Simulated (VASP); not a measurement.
WC, 2 atoms in the cell. The structure is hexagonal, space group P-6m2 (No. 187). Conventional cell: a = 2.907 Å, b = 2.907 Å, c = 2.837 Å, α = 90.00°, β = 90.00°, γ = 120.00°. W (site symmetry -6m2) has 6 C at 2.20 Å as nearest neighbours. Around C (site symmetry -6m2) lie 6 W at 2.20 Å. 

* Program: VASP 6.6.1
* Task: phonons
* Functional: r2SCAN
* Potentials or basis: VASP PAW PBE potentials, release 64 (W_sv, C)
* Cutoff: 600 eV
* k mesh: 13 × 13 × 10
* Occupations: gaussian, width 0.1 eV
* Spin: no spin polarisation
* Further INCAR settings: ALGO = Normal; EDIFF = 1e-08; IBRION = 6; POTIM = 0.015; NSW = 1

Potentials or basis: VASP PAW PBE potentials, release 64 (W_sv, C).

Command:

```console
$ cat potpaw_PBE.64/W_sv/POTCAR potpaw_PBE.64/C/POTCAR > POTCAR
$ cp INCAR.step1 INCAR
$ mpirun -np 1 vasp_std > vasp.out
$ cp CONTCAR POSCAR
$ cp INCAR.step2 INCAR
$ mpirun -np 1 vasp_std > vasp.out
```

Hardware: 1 thread of Intel(R) Xeon(R) 6975P-C (Granite Rapids) (shared host).

Question: Estimate the wall time of this run.

Answer: Run time: 18 min on 1 thread of Intel(R) Xeon(R) 6975P-C (Granite Rapids) (shared host), peak memory 0.4 GiB. Counts: scf iterations 127, k points 126, ion steps 9.
